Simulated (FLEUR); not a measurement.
TiSi: single point with PBEsol

The system is TiSi.

```
Ti Si
1.0
     1.81618   -2.11762    0.00000
     1.81618    2.11762    0.00000
     0.00000    0.00000    3.80393
Ti Si
1 1
Direct
  0.50000 0.50000 0.00000
  0.00000 0.00000 0.50000
```

The cell comes from a database or a generator and needn't be the stable form of this composition.

| Quantity | Value |
| --- | --- |
| Program | FLEUR MaX-R8.1 (later development tree) |
| Task | single point |
| Functional | PBEsol |
| Potentials or basis | all-electron |
| Basis | FLAPW |
| Kmax | 4.58 1/bohr |
| k mesh | 10 × 10 × 7 |
| Occupations | fermi-dirac, width 0.05 eV |
| Spin | no spin polarisation |

```
Band gap on the k mesh                                : none (metal or under the smearing width)
Valence electrons inside the program's atomic spheres : Ti 10.56; Si 10.09 (radii Ti 2.42, Si 2.14 bohr)
```

Levels at points of the mesh, in eV from the Fermi level:
```tsv
k point	band 10	band 11	band 12	band 13	band 14	band 15
(0.00, 0.00, 0.00)	-2.38	-1.61	-1.09	1.70	2.37	2.93
(0.00, 0.50, 0.00)	-6.28	-2.81	-0.80	1.68	2.37	4.30
(0.50, 0.50, 0.00)	-3.69	-1.46	-1.24	-0.82	-0.27	2.90
```

Core levels (eV from the Fermi level):
```
atom                                                   levels
1 Ti  1s1/2 -4856.0, 2s1/2 -530.1, 2p1/2 -441.6, 2p3/2 -435.9
2 Si                                            1s1/2 -1776.7
```

Wall time 97 s on 1 thread of Arm Neoverse V2, with other jobs on the host, peak memory 0.08 GiB.
